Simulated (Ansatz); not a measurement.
A crystal relaxed with r2SCAN in the plane-wave code Ansatz has space group C2/m (No. 12) and a = 10.376 Å, b = 3.745 Å, c = 7.371 Å, β = 111.0°.

```
atom  site       x       y       z
  Xx    4i  0.8523  0.0000  0.8048
   O    4i  0.8670  0.5000  0.3053
   O    4i  0.5763  0.5000  0.8997
   O    4i  0.7176  0.0000  0.2312
  Si    4i  0.8988  0.0000  0.3221
   O    4i  0.5809  0.5000  0.4287
```

r2SCAN gives an indirect gap of 4.805 eV, from k = (0.260, -0.271, -1/2) to k = (0.234, -0.281, -0.130); the least direct gap is 4.812 eV at k = (0.260, -0.271, -1/2). Least and direct gap differ so little that the kind isn't settled. With HSE06 the gap is 5.98 eV and direct, at k = (0.260, -0.271, -1/2). Meshes: r2SCAN 8×8×4, HSE06 4×4×2. r2SCAN's ε∞ is 3.6 along x and y, 3.5 along z.

Q: Which element is Xx?
A. Zr
B. Ti
C. Sn
D. Hf

A: D. Xx is Hf: a 12-atom cell of HfSiO₄ built on the anatase structure (relaxed group C2/m). Hf is surrounded by 6 O at 1.99–2.17 Å; O is surrounded by 2 Si at 1.90 Å and 1 Hf at 2.12 Å; O is surrounded by 1 Si at 1.74 Å and 2 Hf at 2.03–2.17 Å; O is surrounded by 1 Si at 1.75 Å and 2 Hf at 1.99 Å; Si is surrounded by 6 O at 1.74–1.90 Å; O is surrounded by 2 Si at 1.77 Å and 1 Hf at 2.07 Å.

All values are calculated for a non-magnetic cell, which may be hypothetical.

Spin-orbit coupling is left out, which matters wherever the heavy atoms make up the band edges.

Where an edge lies off the special points, it is a point of the mesh or the k point where a search put PBE's edge or least direct gap, reused for the other functionals, whose own edges may lie a little apart.

Coordinates of k points refer to the reciprocal vectors of the primitive cell of the runs.

The meshes of the hybrids are coarse, so their gaps aren't converged to the digits shown.

For a response run the program warns that the ground state's bands aren't all converged, so ε∞ carries an extra error.
